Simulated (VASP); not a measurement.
A run of VASP 6.6.1:

The input POSCAR:

```
Ge
1.0
    0.0000000000      2.8805360000      2.8805360000
    2.8805360000      0.0000000000      2.8805360000
    2.8805360000      2.8805360000      0.0000000000
Ge
2
Direct
    0.0000000000      0.0000000000      0.0000000000
    0.2500000000      0.2500000000      0.2500000000
```

INCAR.step1

```
  PREC = Accurate
  ENCUT = 520
  EDIFF = 1E-7
  ISMEAR = 0
  SIGMA = 0.1
  LREAL = False
  LASPH = True
  NELM = 100
  ALGO = Fast
  ISIF = 2
  LWAVE = False
  LCHARG = True
  GGA = PE
```

The input KPOINTS.step1:

```
regular mesh
0
Gamma
  14 14 14
```

INCAR.step2

```
  PREC = Accurate
  ENCUT = 520
  EDIFF = 1E-7
  ISMEAR = 0
  SIGMA = 0.05
  LREAL = False
  LASPH = True
  NELM = 100
  ALGO = Fast
  ISIF = 2
  LWAVE = False
  LCHARG = False
  GGA = PE
  ICHARG = 11
```

Contents of KPOINTS.step2:

```
path GXWKGLUWLK,UX
20
line-mode
reciprocal
 0.0000000000  0.0000000000  0.0000000000  G
 0.5000000000  0.0000000000  0.5000000000  X

 0.5000000000  0.0000000000  0.5000000000  X
 0.5000000000  0.2500000000  0.7500000000  W

 0.5000000000  0.2500000000  0.7500000000  W
 0.3750000000  0.3750000000  0.7500000000  K

 0.3750000000  0.3750000000  0.7500000000  K
 0.0000000000  0.0000000000  0.0000000000  G

 0.0000000000  0.0000000000  0.0000000000  G
 0.5000000000  0.5000000000  0.5000000000  L

 0.5000000000  0.5000000000  0.5000000000  L
 0.6250000000  0.2500000000  0.6250000000  U

 0.6250000000  0.2500000000  0.6250000000  U
 0.5000000000  0.2500000000  0.7500000000  W

 0.5000000000  0.2500000000  0.7500000000  W
 0.5000000000  0.5000000000  0.5000000000  L

 0.5000000000  0.5000000000  0.5000000000  L
 0.3750000000  0.3750000000  0.7500000000  K

 0.6250000000  0.2500000000  0.6250000000  U
 0.5000000000  0.0000000000  0.5000000000  X
```

Potentials or basis: VASP PAW PBE potentials, release 64 (Ge_d).

Launch:

```bash
$ cat potpaw_PBE.64/Ge_d/POTCAR > POTCAR
$ cp INCAR.step1 INCAR
$ cp KPOINTS.step1 KPOINTS
$ mpirun -np 1 vasp_std > vasp.out
$ cp INCAR.step2 INCAR
$ cp KPOINTS.step2 KPOINTS
$ mpirun -np 1 vasp_std > vasp.out
```

Hardware: 1 thread of AMD EPYC 7R43 64-Core Processor (Zen 3), with other jobs on the host.

Problem. How long does it take, and how much memory?

Solution. Wall time 6.2 min on 1 thread of AMD EPYC 7R43 64-Core Processor (Zen 3) (shared host), peak memory 0.22 GiB. Counts: scf iterations 10, k points 200.
